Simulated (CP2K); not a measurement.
## Zn under changes of volume

One of the cells (15.169 Å³/atom); the others are scaled copies at fixed shape and fractional positions:

```
Zn
1.0
     2.77861    0.00000    0.00000
     1.38931    2.40635    0.00000
     1.38931    0.80212    2.26873
Zn
1
Direct
  0.00000 0.00000 0.00000
```

This isn't the form of Zn at room conditions, which is hcp.

| Property | Result |
| --- | --- |
| Program | CP2K 2026.2 |
| Functional | LDA |
| Potentials or basis | GTH_POTENTIALS Zn GTH-PADE-q12; TZVP-MOLOPT-PBE-GTH basis |
| Density cutoff | 6123 eV |
| k mesh | 12 × 12 × 12 |
| Occupations | fermi-dirac, width 0.05 eV |
| Spin | no spin polarisation |

```csv
volume (Å³/atom),energy over the lowest point (meV/atom),pressure (GPa)
14.259,0.00,-4.1
14.563,?,?
14.866,21.33,-6.9
15.169,35.60,-8.1
15.473,51.94,-9.1
15.776,70.05,-9.9
16.080,89.47,-10.6
```

What does the run at 14.563 Å³/atom give?

Energy over the lowest point 9.33 meV/atom; pressure -5.6 GPa.

Worked out: A Birch-Murnaghan fit of order 3 (a polynomial in V^(-2/3)) to the other rows has no minimum within the range. It gives 9.31 meV/atom at 14.563 Å³/atom, against the run's 9.33, and -dE/dV = -5.7 GPa, against -5.6.

Energies are extrapolated to zero smearing.

Caveats: the basis of atomic orbitals isn't converged, which shifts pressures, moduli and gaps.
